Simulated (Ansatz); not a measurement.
# All-electron card of F

```
CELL_PARAMETERS angstrom
2.75000 -1.64000 0.00000
2.75000 1.64000 0.00000
-1.53472 0.00000 7.11639
ATOMIC_POSITIONS crystal
F 0.96800 0.60200 0.09970
F 0.39800 0.03200 0.40030
F 0.03200 0.39800 0.90030
F 0.60200 0.96800 0.59970
```

Atoms are numbered in the order listed.

The conventional cell has a = 5.500 Å, b = 3.280 Å, c = 7.280 Å, α = 90.00°, β = 102.17°, γ = 90.00°. Around F (atom 1) lie 1 F at 1.49 Å.

The geometry is COD entry 9012106, unchecked; take it as a test cell.

Computed with Ansatz 0.2.0, DFT, PBE, all-electron LAPW, scalar-relativistic.

Settings: a Γ-centred 9×9×4 k mesh, Fermi–Dirac smearing of 0.02 eV, basis error target 1 meV/atom, no spin polarisation.

```yaml
Pressure_at_this_cell: -4.18 GPa
Band_gap: 1.99 eV, direct at Γ
Stress_xx_yy_zz_compression_positive: 0.83, -0.52, -12.85 GPa
Largest_force: 0.0756 Ry/bohr on F2
Volume_per_atom: 16.05 Å³
```
